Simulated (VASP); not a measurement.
Input of a VASP 6.6.1 run:

INCAR

```
SYSTEM = BaTiO3
  ALGO = Normal
  EDIFF = 1E-6
  EDIFFG = -0.01
  ENCUT = 600
  IBRION = 2
  ISIF = 3
  ISMEAR = 0
  LASPH = .TRUE.
  LCHARG = .FALSE.
  LMIXTAU = .TRUE.
  LREAL = .FALSE.
  LWAVE = .FALSE.
  METAGGA = R2SCAN
  NELM = 80
  NSW = 90
  PREC = Accurate
  SIGMA = 0.03
```

KPOINTS

```
k-points
0
G
  8 8 8
  0 0 0
```

The input POSCAR:

```
BaTiO3
1.0
    4.0060000000      0.0000000000      0.0000000000
    0.0000000000      4.0060000000      0.0000000000
    0.0000000000      0.0000000000      4.0060000000
Ba Ti O
1 1 3
Direct
    0.5000000000      0.5000000000      0.5000000000
    0.0000000000      0.0000000000      0.0000000000
    0.5000000000      0.0000000000      0.0000000000
    0.0000000000      0.5000000000      0.0000000000
    0.0000000000      0.0000000000      0.5000000000
```

Potentials or basis: VASP PAW PBE potentials, release 64 (Ba_sv, Ti_sv, O).

The run is started by

```bash
$ cat potpaw_PBE.64/Ba_sv/POTCAR potpaw_PBE.64/Ti_sv/POTCAR potpaw_PBE.64/O/POTCAR > POTCAR
$ mpirun -np 1 vasp_std > vasp.out
```

Q: Estimate the relaxed cell.

A: a = 4.007 Å, b = 4.007 Å, c = 4.007 Å, α = 90.00°, β = 90.00°, γ = 90.00°.

Q: Predict the band gap on the k mesh.

A: 2.13 eV, indirect (least direct gap 2.29 eV).

Q: Estimate the space group after relaxing (to 0.05 Å).

A: Pm-3m (No. 221).

Q: Estimate the relaxed volume.

A: 12.87 Å³/atom.

Final structure:
```
CELL_PARAMETERS angstrom
4.00745 0.00000 0.00000
0.00000 4.00745 0.00000
0.00000 0.00000 4.00745
ATOMIC_POSITIONS crystal
Ba 0.50000 0.50000 0.50000
Ti 0.00000 0.00000 0.00000
O 0.50000 0.00000 0.00000
O 0.00000 0.50000 0.00000
O 0.00000 0.00000 0.50000
```

Caveat: the PAW data sets were made with another functional, which shifts forces and pressure a little; spin-orbit coupling is left out, which moves the levels of the heavy elements. A k mesh can miss the band edges.
